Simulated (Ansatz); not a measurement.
Sn: computed properties

All numbers below come from DFT PBE, scalar-relativistic, plane waves, PAW (Ansatz 0.2.0).

Settings: cutoff 420 eV, Γ-centred mesh 18×18×18 on the computed 1-atom cell, Gaussian smearing of 0.10 eV; no spin polarisation.

The structure is relaxed at this level of theory with its symmetry kept. This form isn't the element's structure at ambient conditions.

```cif
data_structure
_symmetry_space_group_name_H-M 'I4/mmm'
_symmetry_Int_Tables_number 139
_cell_length_a 3.4811
_cell_length_b 3.4811
_cell_length_c 4.6186
_cell_angle_alpha 90.000
_cell_angle_beta 90.000
_cell_angle_gamma 90.000
_cell_volume 55.97
loop_
_atom_site_label
_atom_site_type_symbol
_atom_site_symmetry_multiplicity
_atom_site_Wyckoff_symbol
_atom_site_fract_x
_atom_site_fract_y
_atom_site_fract_z
_atom_site_occupancy
Sn1 Sn 2 a 0.00000 0.00000 0.00000 1
```

```json
{"Space group": "I4/mmm (No. 139)", "Volume per atom": "27.98 Å³", "Formation energy from the elements' standard states (uncorrected)": "+0.062 eV/atom", "Kohn–Sham band gap": "none (metal)", "Density of states at the Fermi level": "0.53 states/eV per cell", "Löwdin character within 0.5 eV of the Fermi level": "Sn 5p 82 %, Sn 5s 15 %", "Bader charges (e)": "Sn (1 in the cell) 0.00"}
```